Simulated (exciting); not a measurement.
CdS (Hawleyite), 2 atoms in the cell. It takes space group F-43m (No. 216, cubic). The conventional cell has a = 5.910 Å, b = 5.910 Å, c = 5.910 Å, α = 90.00°, β = 90.00°, γ = 90.00°. Cd (site symmetry -43m) has 4 S at 2.56 Å as nearest neighbours. Around S (site symmetry -43m) lie 4 Cd at 2.56 Å.  The cell isn't the ideal one: volume scaled by 1.04.

| Property | Result |
| --- | --- |
| Program | exciting (release sodium) |
| Task | optical spectrum |
| Functional | WC |
| Potentials or basis | all-electron LAPW+lo, shipped species files, valence relativity iora* |
| rgkmax | 6.5 |
| k mesh | 6 × 6 × 6, shifted |
| Occupations | fermi-dirac, width 0.0272 eV |
| Spin | no spin polarisation |
| outputlevel | normal |
| Top of the spectrum (Ha) | 0.5 Ha |
| Broadening (Ha) | 0.004 Ha |
| Scissor shift (eV) | 0.5 eV |
| gmaxvr (cutoff of density and potential) | 14 1/bohr |
| lmaxapw (and lmaxmat) | 10 |
| lmaxvr | 8 |
| nempty | 28 |
| Valence relativity | iora* |
| epsengy | 1e-05 Ha |
| epspot | 1e-05 Ha |
| maxscl | 60 |
| Muffin-tin radii | Cd 2.3, S 1.9 bohr |

Potentials or basis: all-electron LAPW+lo, shipped species files, valence relativity iora*.

Run with:

```bash
$ OMP_NUM_THREADS=1 exciting_smp
```

Hardware: 1 thread of Arm Neoverse V2, with other jobs on the host.

Task: How long does it take, and how much memory?

Result: It took 88 s on 1 thread of Arm Neoverse V2, on a shared host, peak memory 0.38 GiB. Counts: scf iterations 16, plane waves 250.
